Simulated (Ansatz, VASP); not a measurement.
# GaP: VASP beside Ansatz

File INCAR:

```
SYSTEM = GaP
PREC = Accurate
ENCUT = 520
EDIFF = 1E-6
ISMEAR = 0
SIGMA = 0.01
LREAL = .FALSE.
LASPH = .TRUE.
NELM = 150
ALGO = Normal
ISIF = 2
LWAVE = .FALSE.
LCHARG = .FALSE.
LNONCOLLINEAR = .TRUE.
MAGMOM = 0 0 0 0 0 0
LORBIT = 11
LSORBIT = .TRUE.
GGA_COMPAT = .FALSE.
LORBMOM = .TRUE.
GGA = PS
NBANDS = 30
```

File KPOINTS:

```
regular mesh
0
G
  8 8 8
  0 0 0
```

Contents of POSCAR:

```
GaP
1.0
    2.6807905810      2.6807905810      0.0000000000
   -2.6807905810      2.6807905810      0.0000000000
    0.0000000000      2.6807905810      2.6807905810
Ga P
1 1
Direct
    0.0000000000      0.0000000000      0.0000000000
    0.7500000000      0.2500000000      0.5000000000
```

Input for Ansatz:

```yaml
crystal:
  lattice:
    - [2.68079058103, 2.68079058103, 0.0]
    - [-2.68079058103, 2.68079058103, 0.0]
    - [0.0, 2.68079058103, 2.68079058103]
  atoms:
    - { symbol: Ga, position: [0.0, 0.0, 0.0] }
    - { symbol: P, position: [0.75, 0.25, 0.5] }
kpoints:
  mp_grid: { grid: [8, 8, 8] }
scf:
  occupations: { method: fixed }
  convergence: { dr2_threshold: 1.0e-10 }
hamiltonian:
  xc: pbesol
  pseudopotentials: { kind: all_electron, lapw: { basis_error: 0.0005 } }
magnetization:
  noncollinear: true
  spin_orbit: true
output:
  forces: true
  stress: true
  eigenstates:
    kpoints:
      - [0.0, 0.0, 0.0]
      - [0.429517813, -0.429517812, 1.0e-09]
      - [0.429517813, 0.429517812, 0.429517812]
      - [1.0e-09, 0.0, 0.429517813]
      - [0.5, 0.0, 0.0]
      - [0.0, 0.5, 0.5]
      - [0.0, -0.5, 0.0]
      - [0.5, 0.0, 0.5]
      - [-0.5, -0.5, -0.5]
      - [-0.5, 0.5, 0.0]
      - [0.0, 0.0, -0.5]
  eigenvalues: true
```

Alike in both runs: task single point; functional PBEsol; k mesh 8 × 8 × 8; non-collinear spin, spin-orbit coupling.

```csv
,VASP,Ansatz
version,VASP 6.6.1,Ansatz 0.2.0
potentials or method,"VASP PAW PBE potentials, release 64 (Ga_d, P)",all-electron LAPW
plane-wave cutoff (eV),520,see its input
occupations,"gaussian, width 0.01 eV",fixed
```

|  | VASP | Ansatz | Ansatz less VASP |
| --- | --- | --- | --- |
| gap on the k mesh at the Fermi level (eV) | 1.38 | 1.38 | -0.002 |
| pressure (GPa) | 3.8 | 4.0 | +0.19 |
| net moment per atom (μB) | 0.00 | 0.00 | 0.000 |

Ansatz ran all-electron here, so the differences hold the error of VASP's frozen core and of both bases.

Caveats: the PAW data sets were made with another functional, which shifts forces and pressure a little (VASP).
